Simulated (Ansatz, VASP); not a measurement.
Given: the input of a run of Ansatz 0.2.0 on HfO2.

The input input.yaml:

```yaml
crystal:
  lattice:
    - [0.0, 2.5911551753, 2.5911551753]
    - [2.5911551753, 0.0, 2.5911551753]
    - [2.5911551753, 2.5911551753, 0.0]
  atoms:
    - { symbol: Hf, position: [0.0, 0.0, 0.0] }
    - { symbol: O, position: [0.75, 0.75, 0.75] }
    - { symbol: O, position: [0.25, 0.25, 0.25] }
kpoints:
  mp_grid: { grid: [9, 9, 9] }
scf:
  occupations: { method: fermi_dirac, width: 0.05 }
hamiltonian:
  xc: lda
  pseudopotentials: { kind: all_electron, lapw: { basis_error: 0.002 } }
output:
  forces: true
  stress: true
  eigenvalues: true
```

Potentials or basis: all-electron LAPW, scalar-relativistic.

Run with:

```sh
$ ansatz run input.yaml --threads 2 --pin off --max-ram 8192MiB --backend cpu --events-out ev --progress --plain --runs-dir out
```

Problem. Set up the same calculation for VASP 6.6.1. Potentials there: VASP PAW LDA potentials, release 64 (Hf_pv, O).

Solution. As run (the cutoff follows the program's own potentials):

The input INCAR:

```
SYSTEM = HfO2
  PREC = Accurate
  ENCUT = 520
  EDIFF = 1E-6
  ISMEAR = -1
  SIGMA = 0.05
  LREAL = .FALSE.
  LASPH = .TRUE.
  NELM = 80
  ALGO = Normal
  ISIF = 2
  LWAVE = .FALSE.
  LCHARG = .FALSE.
  NBANDS = 18
```

Contents of KPOINTS:

```
Automatic mesh
0
G
  9 9 9
  0 0 0
```

Contents of POSCAR:

```
HfO2
1.0
    0.0000000000      2.5911551753      2.5911551753
    2.5911551753      0.0000000000      2.5911551753
    2.5911551753      2.5911551753      0.0000000000
Hf O
1 2
Direct
    0.0000000000      0.0000000000      0.0000000000
    0.7500000000      0.7500000000      0.7500000000
    0.2500000000      0.2500000000      0.2500000000
```

Potentials or basis: VASP PAW LDA potentials, release 64 (Hf_pv, O).

The run is started by

```sh
$ cat potpaw_LDA.64/Hf_pv/POTCAR potpaw_LDA.64/O/POTCAR > POTCAR
$ mpirun -np 1 vasp_std > vasp.out
```

Both were run:

|  | VASP | Ansatz | Ansatz less VASP |
| --- | --- | --- | --- |
| gap on the k mesh at the Fermi level (eV) | 3.52 | 3.51 | -0.014 |
| least direct gap on the mesh (eV) | 3.64 | 3.62 | -0.013 |
| pressure (GPa) | -26.6 | -24.0 | +2.55 |

Ansatz ran all-electron here, so the differences hold the error of VASP's frozen core and of both bases.

Caveats: spin-orbit coupling is left out, which moves the levels of the heavy elements; an odd mesh through Γ misses points on the zone boundary, where band edges often lie; so large a pressure means that the cell lies far from this level's equilibrium, or that cutoff or potentials fall short (VASP).
